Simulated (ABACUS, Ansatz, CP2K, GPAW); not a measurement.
## Fitting the PBE energy curve of FeO

Symmetry: Fm-3m, No. 225, cubic system. The conventional cell has a = 4.311 Å, b = 4.311 Å, c = 4.311 Å, α = 90.00°, β = 90.00°, γ = 90.00°. Fe (site symmetry m-3m) is surrounded by 6 O at 2.16 Å. O (site symmetry m-3m) has 6 Fe at 2.16 Å as nearest neighbours.

The cell was scaled at fixed shape and fractions and run with CP2K, POTENTIAL_UZH Fe GTH-PBE-q16, O GTH-PBE-q6; TZVP-MOLOPT-PBE-GTH basis; PBE, k mesh 11 × 11 × 11 on the cell of 2 atoms, fermi-dirac occupations of 0.05 eV, collinear spin, ferromagnetic start, no spin-orbit coupling. Energies are those that the program minimises, any entropy of the smearing included. For a metal such a mesh isn't converged to the digits shown. The magnetic state is the one that the start led to, which needn't be the lowest.

```tsv
V (Å³/atom)	energy over the lowest row (meV/atom)
9.4126	24.826
9.6129	10.929
9.8132	?
10.0134	0.000
10.2137	1.820
10.4140	7.838
10.6143	17.615
```

**Question.** Fit the third-order Birch-Murnaghan form, give V0, B0 and B′, and predict the energy left open.

**Answer.** With y = (V0/V)^(2/3), E = E0 + (9 V0 B0/16) [(y - 1)³ B′ + (y - 1)² (6 - 4y)]. Least squares through the rows shown give V0 = 10.0321 Å³/atom, E0 = -0.020 meV, B0 = 185.3 GPa (1 eV/Å³ = 160.218 GPa) and B′ = 4.46, with a largest miss of 0.004 meV. At V = 9.8132 the form with these constants gives 2.855 meV; the run gave 2.860 meV an atom. Other set-ups at this level, from all their volumes (Å³/atom, GPa): ABACUS, PseudoDojo NC SR 0.4.1 PBE standard, plane waves: V0 9.966, B0 185.6; Ansatz, Ansatz PAW (earlier soft set): V0 10.008, B0 184.6; GPAW, GPAW PAW data sets (gpaw-data 1.2.1): V0 10.091, B0 187.9; Ansatz, all-electron LAPW, scalar-relativistic: V0 9.998, B0 185.
